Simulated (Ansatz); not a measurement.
Ansatz input file:

```yaml
crystal:
  lattice:
    - [1.5718654409, 0.9075169354, 6.3067904285]
    - [-1.5718654409, 0.9075169354, 6.3067904285]
    - [0.0, -1.8150338708, 6.3067904285]
  atoms:
    - { symbol: W, position: [0.0006706799, 0.0006706799, 0.0006706799] }
    - { symbol: S, position: [0.2524521239, 0.2524521239, 0.2524521239] }
    - { symbol: S, position: [0.4155771962, 0.4155771962, 0.4155771962] }
basis:
  ecutwfc: 500
kpoints:
  mp_grid: { grid: [12, 12, 12] }
hamiltonian:
  xc: r2scan
scf:
  occupations: { method: gaussian, width: 0.02 }
output:
  forces: true
  stress: true
  eigenvalues: true
relax:
  adjacent_minimum: "off"
  f_tol: 0.01
  max_steps: 30
  cell: { stress_tol: 0.1, fix: [volume] }
```

Command:
```bash
ansatz run input.yaml --threads 1 --pin off --max-ram 2560MiB --backend cpu --events-out ev --progress --plain --runs-dir out
```

Theory: DFT r2SCAN, scalar-relativistic, plane waves, PAW in Ansatz 0.2.0.

Part of what the program printed, abridged (final results; tables in files aren't shown):

```
SCF 4 converged in 6 iterations: F = -12211.633945 eV  dr2 = 1.07e-11
SCF converged after 6 iterations
Free energy (F): -12211.633945 eV
Harris-Foulkes:  -12211.633945 eV  (|F-HF|=2.18e-11)
Internal energy: -12211.633945 eV  (E = F + TS)
E sigma→0 (E₀):  -12211.633945 eV
Fermi energy:    11.989266 eV
--- Per-component energies (eV) ---
  E_band       = -213.030349
  E_kinetic    = 667.317680
  E_local      = -1792.879978  (includes V_loc(G=0)·N_el)
  E_nonlocal   = 57.816980
  E_hartree    = 713.225724
  E_xc         = -433.624985
  E_vxc        = -450.362942  (∫ρ·V_xc dr)
  E_paw        = -9812.233023  (= ΣΔE_a)
  E_vpaw       = -143.625424  (= ΣTr[D̂ρ^β])
  E_aug_tail   = -0.000047  (compensation charges beyond the density's cutoff)
  E_vtau       = 22.251952  (kinetic-family band-sum trace: ∫τ·v_τ [+ j·A + Jᵃ·Aᵃ] dr)
  E_ewald      = -1610.448814
  E_core_change = -0.807482  (= ΣΔE_core)
  E_smearing   =  0.000000  (= −TS)
--- Forces (eV/Å), atoms counted from 1 ---
  atom   1  W      0.00000000     0.00000000    -0.00050170
  atom   2  S      0.00000000     0.00000000     0.00654031
  atom   3  S      0.00000000     0.00000000    -0.00604163
--- Stress (GPa, compression-positive) ---
        1.758161       0.000000       0.000000
        0.000000       1.758161       0.000000
        0.000000       0.000000       1.800237
  P = ⅓ Tr σ = 1.7722 GPa (17.722 kbar)
--- Band table (eV; the first three rows and the last of 189) ---
  k-point 0: bands = ["-65.1683", "-28.8163", "-28.6455", "-28.6455", "-4.9746", "-2.9229", "3.5015", "7.6365", "7.6365", "8.9088", "8.9088", "9.6965", "10.1954", "13.7444", "13.7444", "14.0167", "14.0167"]
  k-point 1: bands = ["-65.1670", "-28.8115", "-28.6711", "-28.6514", "-4.8521", "-2.8883", "3.6513", "7.3337", "7.7553", "8.4447", "8.7187", "9.8344", "10.2334", "13.6430", "13.7452", "13.8928", "13.9848"]
  k-point 2: bands = ["-65.1633", "-28.7985", "-28.7406", "-28.6675", "-4.5025", "-2.7897", "4.0584", "6.6259", "7.6460", "8.0832", "8.2749", "9.7345", "10.1391", "13.0714", "13.6860", "13.9468", "14.4632"]
  k-point 188: bands = ["-65.1683", "-28.8163", "-28.6455", "-28.6455", "-4.7701", "-3.3171", "4.5028", "7.4616", "7.6204", "7.6204", "8.9418", "8.9418", "11.4066", "13.8250", "13.8250", "13.8924", "13.8924"]
--- Relaxed structure (3 steps of the walk, 3 accepted, 1 SCFs on fresh bases) ---
  F+E_penalty+E_count = -12211.63394500 eV   max|allowed force component| = 6.541e-3 eV/Å   (the final SCF, on the basis selected at the relaxed cell)
  cell:  # Å, volume = 53.9796 Å³
    - [1.58474475, 0.91495281, 6.20469565]
    - [-1.58474475, 0.91495281, 6.20469565]
    - [0.0, -1.82990562, 6.20469565]
  atoms:
    - { symbol: W, position: [0.00066534, 0.00066534, 0.00066534] }
    - { symbol: S, position: [0.25022516, 0.25022516, 0.25022516] }
    - { symbol: S, position: [0.41780948, 0.41780948, 0.41780948] }
```

The relaxation met its thresholds.

It took 92 s on 1 thread of Intel(R) Xeon(R) 6975P-C (Granite Rapids) (shared host), peak memory 0.64 GiB.

Spin–orbit coupling is left out, which can shift energies with elements as heavy as these. The cell holds layers, and r2SCAN describes their binding at middle range but leaves out its long-range dispersion part.